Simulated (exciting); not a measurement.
# Al (Fm-3m) in exciting: notebook

One crystal, Al, is run at these levels: PBEsol+TS, RGE2, PBE; tasks: band structure, real-space fields.

Program: exciting (release sodium). These are calculated values, not measurements. Logs are shortened: lines on timing, memory, paths and dates and some standing lists are left out, and cuts for length are marked.

### 1 Starting point

The structure is cubic, space group Fm-3m (No. 225). Conventional cell: a = 4.050 Å, b = 4.050 Å, c = 4.050 Å, α = 90.00°, β = 90.00°, γ = 90.00°. Around Al (site symmetry m-3m) lie 12 Al at 2.86 Å.

### 2 Band structure, PBEsol+TS, collinear spin, ferromagnetic start (volume scaled by 0.88)

The input, input.xml:

```xml
<input>
  <title>Al</title>
  <structure speciespath="./" tshift="false" cartesian="true">
    <crystal scale="1.88972612463">
      <basevect>0.000000000000 1.940338176700 1.940338176700</basevect>
      <basevect>1.940338176700 0.000000000000 1.940338176700</basevect>
      <basevect>1.940338176700 1.940338176700 0.000000000000</basevect>
    </crystal>
    <species speciesfile="Al.xml" rmt="2">
      <atom coord="0.000000000000 0.000000000000 0.000000000000" bfcmt="0 0 -8"/>
    </species>
  </structure>
  <groundstate do="fromscratch" ngridk="11 11 11" rgkmax="6.5" gmaxvr="14" lmaxapw="10" lmaxmat="10" lmaxvr="8" xctype="GGA_PBE_SOL" stype="Gaussian" swidth="0.00036749" nempty="16" ValenceRelativity="iora*" epsengy="1e-05" epspot="1e-05" maxscl="90" outputlevel="normal">
    <spin reducebf="0.5" fixspin="total FSM" momfix="0 0 3"/>
  </groundstate>
  <properties>
    <bandstructure>
      <plot1d>
        <path steps="80">
          <point coord="0 0 0" label="G"/>
          <point coord="0.5 0 0.5" label="X"/>
          <point coord="0.5 0.25 0.75" label="W"/>
          <point coord="0.375 0.375 0.75" label="K"/>
          <point coord="0 0 0" label="G"/>
          <point coord="0.5 0.5 0.5" label="L"/>
          <point coord="0.625 0.25 0.625" label="U"/>
          <point coord="0.5 0.25 0.75" label="W"/>
          <point coord="0.5 0.5 0.5" label="L"/>
          <point coord="0.375 0.375 0.75" label="K" breakafter="true"/>
          <point coord="0.625 0.25 0.625" label="U"/>
          <point coord="0.5 0 0.5" label="X"/>
        </path>
      </plot1d>
    </bandstructure>
    <dos nwdos="300" winddos="-0.6 0.5" inttype="tetra" ngrdos="100" nsmdos="1"/>
    <TSvdW/>
  </properties>
</input>
```

The input, Al.xml (basis block):

```
    <basis>
      <default type="lapw" trialEnergy="0.1500" searchE="false"/>
      <custom l="0" type="apw+lo" trialEnergy="0.1500" searchE="true"/>
      <custom l="1" type="apw+lo" trialEnergy="0.1500" searchE="true"/>
      <lo l="1">
        <wf matchingOrder="0" trialEnergy="0.1500" searchE="true"/>
        <wf matchingOrder="1" trialEnergy="0.1500" searchE="true"/>
        <wf matchingOrder="0" trialEnergy="-2.5724" searchE="true"/>
      </lo>
      <lo l="0">
        <wf matchingOrder="1" trialEnergy="0.1500" searchE="true"/>
        <wf matchingOrder="2" trialEnergy="0.1500" searchE="true"/>
      </lo>
      <lo l="1">
        <wf matchingOrder="1" trialEnergy="0.1500" searchE="true"/>
        <wf matchingOrder="2" trialEnergy="0.1500" searchE="true"/>
      </lo>
      <lo l="2">
        <wf matchingOrder="0" trialEnergy="0.1500" searchE="false"/>
        <wf matchingOrder="1" trialEnergy="0.1500" searchE="false"/>
        <wf matchingOrder="2" trialEnergy="0.1500" searchE="false"/>
      </lo>
      <lo l="3">
        <wf matchingOrder="0" trialEnergy="0.1500" searchE="false"/>
        <wf matchingOrder="1" trialEnergy="0.1500" searchE="false"/>
        <wf matchingOrder="2" trialEnergy="0.1500" searchE="false"/>
      </lo>
    </basis>
```

Potentials or basis: all-electron LAPW+lo, shipped species files with second energy derivatives, valence relativity iora*.

Command:

```
$ OMP_NUM_THREADS=1 exciting_smp
```

INFO.OUT:

```text
================================================================================
EXCITING SODIUM started
[... 10 lines left out ...]

 Lattice vectors (cartesian) :
      0.0000000000      3.6667077431      3.6667077431
      3.6667077431      0.0000000000      3.6667077431
      3.6667077431      3.6667077431      0.0000000000

 Reciprocal lattice vectors (cartesian) :
     -0.8567883981      0.8567883981      0.8567883981
      0.8567883981     -0.8567883981      0.8567883981
      0.8567883981      0.8567883981     -0.8567883981

 Unit cell volume                           :      98.5959061308
 Brillouin zone volume                      :       2.5158267029

 Species :    1 (Al)
     parameters loaded from                 :    Al.xml
     name                                   :    aluminium
     nuclear charge                         :     -13.00000000
     electronic charge                      :      13.00000000
     atomic mass                            :   49184.33493000
     muffin-tin radius                      :       2.00000000
     # of radial points in muffin-tin       :     300

     atomic positions (cartesian) :
       1 :   0.00000000  0.00000000  0.00000000

     magnetic fields (cartesian) :
       1 :   0.00000000  0.00000000 -8.00000000

 Total number of atoms per unit cell        :       1

 Spin treatment                             :    spin-polarised
 Global magnetic field (cartesian) :        0.00000000   0.00000000   0.00000000
 collinear magnetisation in z-direction
 fixed spin moment (FSM) calculation
     fixed total spin moment (cartesian) :       0.00000000      0.00000000      3.00000000

 Number of Bravais lattice symmetries       :      48
 Number of crystal symmetries               :      48

 k-point grid                               :      11   11   11
 Total number of k-points                   :      56
 k-point set is reduced with crystal symmetries

 R^MT_min * |G+k|_max (rgkmax)              :       6.50000000
 Species with R^MT_min                      :       1 (Al)
 Maximum |G+k| for APW functions            :       3.25000000
 Maximum |G| for potential and density      :      14.00000000

 G-vector grid sizes                        :      24    24    24
 Total number of G-vectors                  :    4573

 Maximum angular momentum used for
     APW functions                          :      10
     computing H and O matrix elements      :      10
     potential and density                  :       8
     inner part of muffin-tin               :       2

 Total nuclear charge                       :     -13.00000000
 Total electronic charge                    :      13.00000000
 Total core charge                          :       4.00000000
 Total valence charge                       :       9.00000000

 Number of empty states                     :      16
 Total number of valence states             :      42

 Maximum Hamiltonian size                   :      87
 Maximum number of plane-waves              :      64
 Total number of local-orbitals             :      23

 Exchange-correlation type                  :      22
     PBEsol, Phys. Rev. Lett. 100, 136406 (2008)
     Generalised gradient approximation (GGA)

 Smearing scheme                            :    Gaussian
 Smearing width                             :       0.00036749

 Using multisecant Broyden potential mixing
[... 16 lines left out ...]
+ SCF iteration number :    1                                                  +
++++++++++++++++++++++++++++++++++++++++++++++++++++++++++++++++++++++++++++++++
 Total energy                               :      -241.94813897
 _______________________________________________________________
 Fermi energy                               :         0.31589194
 Kinetic energy                             :       243.18341655
 Coulomb energy                             :      -466.95858105
 Exchange energy                            :       -17.58175788
 Correlation energy                         :        -0.59121659
 No external B-field energy in total energy

 DOS at Fermi energy (states/Ha/cell)       :        14.28500779

 Electron charges :
     core                                   :         4.00000000
     core leakage                           :         0.00141920
     valence                                :         9.00000000
     interstitial                           :         2.06409271
     charge in muffin-tin spheres :
                  atom     1    Al          :        10.93590729
     total charge in muffin-tins            :        10.93590729
     total charge                           :        13.00000000

 Moments :
     interstitial                           :         0.02805436
     moment in muffin-tin spheres :
                  atom     1    Al          :         0.03730827
     total moment in muffin-tins            :         0.03730827
     total moment                           :         0.06536263
[... 313 lines left out ...]
 Electron charges :
     core                                   :         4.00000000
     core leakage                           :         0.00137999
     valence                                :         9.00000000
     interstitial                           :         2.02571861
     charge in muffin-tin spheres :
                  atom     1    Al          :        10.97428139
     total charge in muffin-tins            :        10.97428139
     total charge                           :        13.00000000

 Moments :
     interstitial                           :         1.37967022
     moment in muffin-tin spheres :
                  atom     1    Al          :         0.68727721
     total moment in muffin-tins            :         0.68727721
     total moment                           :         2.06694743

 FSM global effective field       :    -0.17876504

 RMS change in effective potential (target) :  0.816293E-02  ( 0.100000E-04)
 Absolute change in total energy   (target) :  0.660357E-02  ( 0.100000E-04)
 Charge distance                   (target) :  0.136994E-02  ( 0.100000E-04)

++++++++++++++++++++++++++++++++++++++++++++++++++++++++++++++++++++++++++++++++
[... 32 further cycles ...]
+ SCF iteration number :   43                                                  +
++++++++++++++++++++++++++++++++++++++++++++++++++++++++++++++++++++++++++++++++
 Total energy                               :      -241.98204359
 _______________________________________________________________
 Fermi energy                               :         0.24815568
 Kinetic energy                             :       243.33212203
 Coulomb energy                             :      -467.02023796
 Exchange energy                            :       -17.75519204
 Correlation energy                         :        -0.53873562
 No external B-field energy in total energy

 DOS at Fermi energy (states/Ha/cell)       :        61.48484592

 Electron charges :
     core                                   :         4.00000000
     core leakage                           :         0.00140770
     valence                                :         9.00000000
     interstitial                           :         1.99369667
     charge in muffin-tin spheres :
                  atom     1    Al          :        11.00630333
     total charge in muffin-tins            :        11.00630333
     total charge                           :        13.00000000

 Moments :
     interstitial                           :         1.96509498
     moment in muffin-tin spheres :
                  atom     1    Al          :         1.01237212
     total moment in muffin-tins            :         1.01237212
     total moment                           :         2.97746710

 FSM global effective field       :    -0.25906736
[... 315 lines left out ...]
 Electron charges :
     core                                   :         4.00000000
     core leakage                           :         0.00140392
     valence                                :         9.00000000
     interstitial                           :         1.99599659
     charge in muffin-tin spheres :
                  atom     1    Al          :        11.00400341
     total charge in muffin-tins            :        11.00400341
     total charge                           :        13.00000000

 Moments :
     interstitial                           :         1.96733115
     moment in muffin-tin spheres :
                  atom     1    Al          :         1.01013539
     total moment in muffin-tins            :         1.01013539
     total moment                           :         2.97746654

 FSM global effective field       :    -0.26127520

 RMS change in effective potential (target) :  0.283643E-06  ( 0.100000E-04)
 Absolute change in total energy   (target) :  0.251156E-07  ( 0.100000E-04)
 Charge distance                   (target) :  0.241860E-07  ( 0.100000E-04)

++++++++++++++++++++++++++++++++++++++++++++++++++++++++++++++++++++++++++++++++
| Convergency criteria checked for the last 2 iterations                       +
| Convergence targets achieved. Performing final SCF iteration                 +
++++++++++++++++++++++++++++++++++++++++++++++++++++++++++++++++++++++++++++++++
 Total energy                               :      -241.99682672
 _______________________________________________________________
 Fermi energy                               :         0.24472346
 Kinetic energy                             :       243.32826491
 Coulomb energy                             :      -467.03045782
 Exchange energy                            :       -17.75592049
 Correlation energy                         :        -0.53871332
 No external B-field energy in total energy

 DOS at Fermi energy (states/Ha/cell)       :        62.64041579

 Electron charges :
     core                                   :         4.00000000
     core leakage                           :         0.00140392
     valence                                :         9.00000000
     interstitial                           :         1.99599659
     charge in muffin-tin spheres :
                  atom     1    Al          :        11.00400341
     total charge in muffin-tins            :        11.00400341
     total charge                           :        13.00000000

 Moments :
     interstitial                           :         1.96733150
     moment in muffin-tin spheres :
                  atom     1    Al          :         1.01013556
     total moment in muffin-tins            :         1.01013556
     total moment                           :         2.97746705

 FSM global effective field       :    -0.26150053

++++++++++++++++++++++++++++++++++++++++++++++++++++++++++++++++++++++++++++++++
[... 12 lines left out ...]
| EXCITING SODIUM stopped                                                      =
================================================================================
```

Run time: 2.5 min. Hardware: 1 thread of Arm Neoverse V1, shared host; peak memory 0.11 GiB.

Results:

```
Net moment                                        : 2.98 μB per cell
Site moments                                      : Al +1.01 μB
All electrons inside the program's atomic spheres : Al 11.00 (radii Al 2.0 bohr)
Dispersion energy per atom                        : -0.644 eV
```

Caveat: energies at fixed moment are off by some hundredths of an eV in this version, so none is listed; the moment is held away from its start; the dispersion energy is computed afterwards and isn't part of the total energy; the total moment is fixed, so each spin has its own Fermi level.

(Continued in part 2 of 3.)
